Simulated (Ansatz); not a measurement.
# As (puckered monolayer type, one sheet): optics inputs, tried as typed, part 2 of 2

Which of these optics inputs for As (puckered monolayer type, one sheet) end well? Each is run as it stands.

Ansatz 0.2.0; plane waves, PAW; the settings change from run to run, as each input shows; one sheet in a cell with vacuum, so ε is a mean over the cell's height. Earlier steps stand in the parts before.

## (3) Input 2

File input.yaml:

```yaml
crystal:
  lattice:
    - [4.8073445447, 0.0, 0.0]
    - [0.0, 3.6338992125, 0.0]
    - [0.0, 0.0, 28.2703730404]
  atoms:
    - { symbol: As, position: [0.0760356201, 0.0, 0.3777315117] }
    - { symbol: As, position: [0.4239643799, 0.5, 0.3777315117] }
    - { symbol: As, position: [0.5760356201, 0.5, 0.2943501751] }
    - { symbol: As, position: [0.9239643799, 0.0, 0.2943501751] }
  periodic: [true, true, false]
kpoints:
  mp_grid: { grid: [4, 4, 1] }
hamiltonian:
  xc: r2scan
scf:
  occupations: { method: fixed }
output:
  optics:
    e_range: [0.5, 20]
    de: 0.1
    sigma: 0.05
    scissors: 0.6
    scheme: fermi_dirac
    bands: { spectra_wanted_up_to: 20 }
```

The run is started by

```sh
$ ansatz run input.yaml --threads 2 --pin off --max-ram 20275MiB --backend cpu --events-out ev --progress --plain --runs-dir out
```

Log:

```text
Engine: ansatz 0.2.0, x86_64-unknown-linux-gnu
Pseudopotentials: kind: paw
Pseudopotential: As, paw, valence charge 15, recommended cutoff 500 eV (meta_gga), As.paw.azcp
Functional definition: r2SCAN
  parameter k0 = 0.174
  parameter k1 = 0.065
  parameter a1 = 4.9479
  exchange = r2scan_x(k0 = k0, k1 = k1, a1 = a1)
  correlation = r2scan_c
Crystal: 4 atoms, lattice volume = 493.867 Å³
Basis set: ecut = 500 eV, 12519 PW (Γ), exchange–correlation on 144×108×864 points (64 copies of the dense FFT grid, shifted against one another)
Bands: 36, of which v1, the nominal top of the filled ones, is band 30 counted from 1 (29 counted from 0)
Symmetry: 8 space group operations
Space group: Pmna (ITA 53), of the structure as read, at distance tolerance 7.9e-5 Å
k-points: 9 of 16
Non-local potential: As, projectors of the file, l = 0: 2, l = 1: 2, l = 2: 3, l = 3: 1
PAW form: soft (Blöchl's): semilocal exchange-correlation on the pseudo side does not see the compensation charge
PAW frozen core: As, regenerated for the run's functional (the file was generated under x = pbe(κ = 0.804, μ = 0.2195149727645171), c = pbe(β = 0.06672455060314922))
PAW one-centre angular grid: As, 590 points (default); XC on 160 Gauss nodes
Initial density: superposition of atomic densities (neutral atoms: chi_scale 0, normalization atom), corrected by the library's trained network
Initial wavefunctions: pseudopotential atomic-orbital guess
Functional: x = r2scan, c = r2scan; τ floored in thin density (d = 2e-4 eV/Å³)
SCF iter   1: F=—  HF=-19458.074049 eV  |F-HF|=—  |Δ(HF+E_count)|=         —  Δρ=1.71e-3  dr2=2.16e-2  dr2_τ=7.62e-3  ethr=1.77e-3  ⟨swp⟩=6.7  Hψ=1208  notcnv=0  defer=35
preconditioner: auto → Resta (q_TF=auto, 1.920 Å⁻¹)  ε∞=1.6  [insulator: Δε(μ)=1.141 eV  Ē_g=9.500 eV  n_scr=56 (ndim 8)  ℏωp=7.5 eV  f_vac=0.774  ε∞_Penn≈1.6  vacuum switching on, ρ_ref=6.5e-3 e/Å³]
SCF iter   2: F=—  HF=-19458.081426 eV  |F-HF|=—  |Δ(HF+E_count)|=   7.38e-3  Δρ=7.67e-4  dr2=1.97e-3  dr2_τ=4.94e-5  ethr=3.61e-5  ⟨swp⟩=4.0  Hψ=807  notcnv=0  defer=36
SCF iter   3: F=—  HF=-19458.082637 eV  |F-HF|=—  |Δ(HF+E_count)|=   1.21e-3  Δρ=3.56e-4  dr2=4.28e-4  dr2_τ=6.52e-6  ethr=3.28e-6  ⟨swp⟩=3.1  Hψ=453  notcnv=0  defer=36
SCF iter   4: F=—  HF=-19458.083037 eV  |F-HF|=—  |Δ(HF+E_count)|=   4.00e-4  Δρ=4.78e-5  dr2=2.16e-5  dr2_τ=4.21e-7  ethr=7.14e-7  ⟨swp⟩=3.0  Hψ=476  notcnv=0  defer=36
SCF iter   5: F=—  HF=-19458.083034 eV  |F-HF|=—  |Δ(HF+E_count)|=   2.12e-6  Δρ=1.04e-5  dr2=5.02e-7  dr2_τ=1.66e-8  ethr=3.60e-8  ⟨swp⟩=3.0  Hψ=642  notcnv=0  defer=36
SCF iter   6: F=—  HF=-19458.083101 eV  |F-HF|=—  |Δ(HF+E_count)|=   6.62e-5  Δρ=4.59e-6  dr2=6.83e-8  dr2_τ=2.26e-9  ethr=8.37e-10  ⟨swp⟩=3.0  Hψ=651  notcnv=0  defer=35
SCF iter   7: F=—  HF=-19458.083101 eV  |F-HF|=—  |Δ(HF+E_count)|=   3.01e-7  Δρ=5.62e-7  dr2=2.58e-9  dr2_τ=4.24e-11  ethr=1.14e-10  ⟨swp⟩=3.0  Hψ=484  notcnv=0  defer=35
SCF iter   8: F=—  HF=-19458.083101 eV  |F-HF|=—  |Δ(HF+E_count)|=   2.39e-9  Δρ=1.00e-7  dr2=4.32e-11  dr2_τ=9.07e-13  ethr=4.30e-12  ⟨swp⟩=3.0  Hψ=638  notcnv=0  defer=35
SCF iter   9: F=-19458.083101 eV  HF=-19458.083101 eV  |F-HF|=5.82e-11  |Δ(HF+E_count)|=  1.46e-10  Δρ=1.61e-8  dr2=1.77e-12  dr2_τ=4.49e-14  ethr=1.00e-12  ⟨swp⟩=17.3  Hψ=1630  notcnv=0
SCF 1 converged in 9 iterations: F = -19458.083101 eV  dr2 = 1.77e-12
NSCF: frozen V_eff on 9 k-points
Optics k sum: 0 of 9 k-points
[...]
NSCF: frozen V_eff on 1 k-points
NSCF: frozen V_eff on 1 k-points
NSCF: frozen V_eff on 1 k-points
NSCF: frozen V_eff on 1 k-points
output.optics: what the bands over the 164 summed would add to eps1, eps2 and the energy-loss function is held between a lower and an upper bound (4 Lanczos steps). eps1, eps2 and their loss function (loss_summed_bands) are given on every row as the summed bands alone make them. Along an axis, on a row where the two bounds hold the loss function to about 1 % of the greater of itself and 0.5 % of |1/eps|, its cell (loss_completed) is given, with the completed eps1 and eps2 that it is formed of (a cell that is left empty reads nan in the table and null in the record). The two bounds hold it so along every axis on all 196 rows up to 20.000 eV. The run works to bound the rows up to 20.000 eV and no higher ones: a peak of the loss function over that energy may be left empty with no warning. To have the run work for it, set output.optics.bands.spectra_wanted_up_to to a higher energy. perfect_screening_sum, loss_f_sum_n_eff and, beside carriers, perfect_screening_limit are those of loss_summed_bands: over the bounded function the two sums would run over rows that are not all bounded, and lack what the bands left out lay past the top of the energy grid. Bounded is said of the bands left out alone, which are those that the basis at basis.ecutwfc holds: it says nothing of that cutoff, of the k-point mesh, of what the sum inside its cells errs by (eps2_relative_error), of the factors of all_electron_strengths, nor of how far the SCF is converged. The bands left out are taken at the k-points, and what their mean over the points' cells stands off that by is in neither bound: the run's estimate of it, which the test of a row counts in, is 0.02 % of |eps| at the most among the values given; where the mean stood off by over 0.5 % the points' spread read 0.1 to 3 times that
SCF converged after 9 iterations
Free energy (F): -19458.083101 eV
Harris-Foulkes:  -19458.083101 eV  (|F-HF|=5.82e-11)
Internal energy: -19458.083101 eV  (E = F + TS)
E sigma→0 (E₀):  -19458.083101 eV
Fermi energy:    -4.947653 eV
--- Per-component energies (eV) ---
  E_band       = -1866.198532
  E_kinetic    = 408.927543
  E_local      = -111968.330176  (includes V_loc(G=0)·N_el)
  E_nonlocal   = -2680.543741
  E_hartree    = 55904.163630
  E_xc         = -295.393463
  E_vxc        = -336.319174  (∫ρ·V_xc dr)
  E_paw        = -7388.884063  (= ΣΔE_a)
  E_vpaw       = 883.441248  (= ΣTr[D̂ρ^β])
  E_aug_tail   = -0.000025  (compensation charges beyond the density's cutoff)
  E_vtau       = 18.298401  (kinetic-family band-sum trace: ∫τ·v_τ [+ j·A + Jᵃ·Aᵃ] dr)
  E_ewald      = 46567.806825
  E_core_change = -5.829631  (= ΣΔE_core)
  E_smearing   = -0.000000  (= −TS)
  E_closure    = -0.000000  (closes the sum)
  Σ components = -19458.083101   (vs F -19458.083101, Δ=0.00e0)
--- Band table (eV; the first three rows and the last of 9) ---
  k-point 0: bands = ["-41.3358", "-41.3285", "-41.3050", "-41.2837", "-41.2736", "-41.2308", "-41.2257", "-41.2204", "-41.2142", "-41.1917", "-41.1904", "-41.1878", "-41.1769", "-41.1594", "-41.1589", "-41.1530", "-41.1263", "-41.1233", "-41.1223", "-41.1147", "-19.6061", "-17.3772", "-14.5131", "-11.0736", "-9.7716", "-8.7440", "-7.7168", "-6.4058", "-6.0889", "-4.9477", "-3.8100", "-2.4991", "-2.0946", "-1.4686 (-1.4686°)", "-0.0770", "0.0066"]
  k-point 1: bands = ["-41.3250", "-41.3110", "-41.3035", "-41.2751", "-41.2628", "-41.2337", "-41.2322", "-41.2301", "-41.2178", "-41.2023", "-41.1920", "-41.1910", "-41.1685", "-41.1577", "-41.1572", "-41.1547", "-41.1349", "-41.1287", "-41.1240", "-41.1166", "-18.9696", "-16.6919", "-15.1995", "-12.1360", "-9.2691", "-9.0708", "-8.2139", "-7.3941", "-6.3192", "-5.4365", "-3.3636", "-3.2435", "-1.5908", "-1.4245", "-0.1679", "0.6019"]
  k-point 2: bands = ["-41.3065", "-41.3065", "-41.2665", "-41.2665", "-41.2598", "-41.2598", "-41.2439", "-41.2439", "-41.2126", "-41.2126", "-41.1817", "-41.1817", "-41.1735", "-41.1735", "-41.1556", "-41.1556", "-41.1360", "-41.1360", "-41.1213", "-41.1213", "-17.2139", "-17.2139", "-14.7290", "-14.7290", "-8.8404", "-8.8404", "-7.3733", "-7.3733", "-6.7189", "-6.7189", "-3.3800", "-3.3800", "-2.6215", "-2.6215", "-1.2571", "-1.2571"]
  k-point 8: bands = ["-41.3056", "-41.3056", "-41.2808", "-41.2808", "-41.2451", "-41.2451", "-41.2410", "-41.2410", "-41.2089", "-41.2089", "-41.1993", "-41.1993", "-41.1619", "-41.1619", "-41.1607", "-41.1607", "-41.1345", "-41.1345", "-41.1196", "-41.1196", "-16.9688", "-16.9688", "-14.8036", "-14.8036", "-9.5309", "-9.5309", "-9.0178", "-9.0178", "-6.2059", "-6.2059", "-2.0455", "-2.0455", "-0.4559", "-0.4559", "1.3346", "1.3346"]
  ° read free of the cell's end (the report's vacuum.weakly_bound_levels)
```

It took 93 s on 2 threads of AMD EPYC 7R13 (Zen 3), shared host; peak memory 2.3 GiB.

optics.tsv begins:

```
# eps_inf(xx yy zz) = 3.369547 3.186454 2.116571
# eps_inf_bands = all
# eps_inf_summed_bands(xx yy zz) = 3.361150 3.178054 2.108162
# eps_inf_completed(xx yy zz) = 3.369547 3.186454 2.116571
# eps2_relative_error = 0.0053
# eps_inf_relative_error = 0.0041
# f_sum_n_eff(xx yy zz) = 23.460173 23.491497 23.445947 of n_electrons = 60.000000
# n_bands = 164
# n_bands_set_by = photon_energy
# valid_up_to_ev = 28.198541
# least_direct_gap_ev = 1.137640e0 at k(fractional) = 0.000000 0.000000 0.000000, k_point = 0, channel = 0, bands = 29 30 (counted from 0)
```

The dielectric function from optics.tsv, one row in 12 (narrow peaks fall between the rows):

```tsv
E (eV)	ε₂ xx	ε₂ yy	ε₂ zz	ε₁ xx	ε₁ yy	ε₁ zz
1.20	0.00	0.00	0.00	3.81	3.36	2.15
2.40	2.13	0.16	0.00	2.84	4.29	2.31
3.60	1.68	4.74	0.19	3.56	6.93	2.56
4.80	5.72	5.42	0.99	1.40	-0.95	3.40
6.00	2.02	2.36	2.14	0.22	-1.15	3.94
7.20	1.03	0.81	2.10	0.02	-0.23	-1.26
8.40	0.69	0.63	1.46	0.30	0.24	0.35
9.60	0.92	0.44	0.49	0.21	0.25	0.12
10.80	0.44	0.38	0.43	0.38	0.34	0.30
12.00	0.28	0.20	0.28	0.47	0.46	0.40
13.20	0.20	0.15	0.19	0.49	0.57	0.51
14.40	0.10	0.12	0.13	0.61	0.66	0.63
15.60	0.09	0.11	0.14	0.69	0.71	0.68
16.80	0.07	0.08	0.09	0.72	0.73	0.68
18.00	0.06	0.07	0.05	0.76	0.75	0.75
19.20	0.04	0.03	0.04	0.78	0.79	0.79
```

Tallest peaks of ε₂ (mean of the periodic axes): 5.7 at 4.00 eV, 5.9 at 4.70 eV, 2.7 at 5.80 eV.

## (4) Summary

This closing draws on all 2 parts.

| input | settings | ended | result | time |
| --- | --- | --- | --- | --- |
| 1 | PBE, 4×6×1, fermi-dirac width 0.15 eV, scissors 0 eV | converged | ε∞ 4.72, 4.02, 2.37 (xx, yy, zz); tallest peak of ε₂: 5.2 at 3.70 eV | 2 min |
| 2 | r2SCAN, 4×4×1, fermi-dirac width 0.05 eV, scissors 0.6 eV | converged | ε∞ 3.37, 3.19, 2.12 (xx, yy, zz); tallest peak of ε₂: 5.9 at 4.70 eV | 93 s |

2 converged. Among the runs without a faulty setting ε∞ spans 3.28 (r2SCAN, scissors 0.6 eV) to 4.37 (PBE, scissors 0 eV); meshes, bands summed and other settings differ too, as the inputs show. For a sheet, ε refers to the whole height of the cell: in the plane ε − 1 falls as one over that height. These numbers test the settings; they aren't properties of the solid.
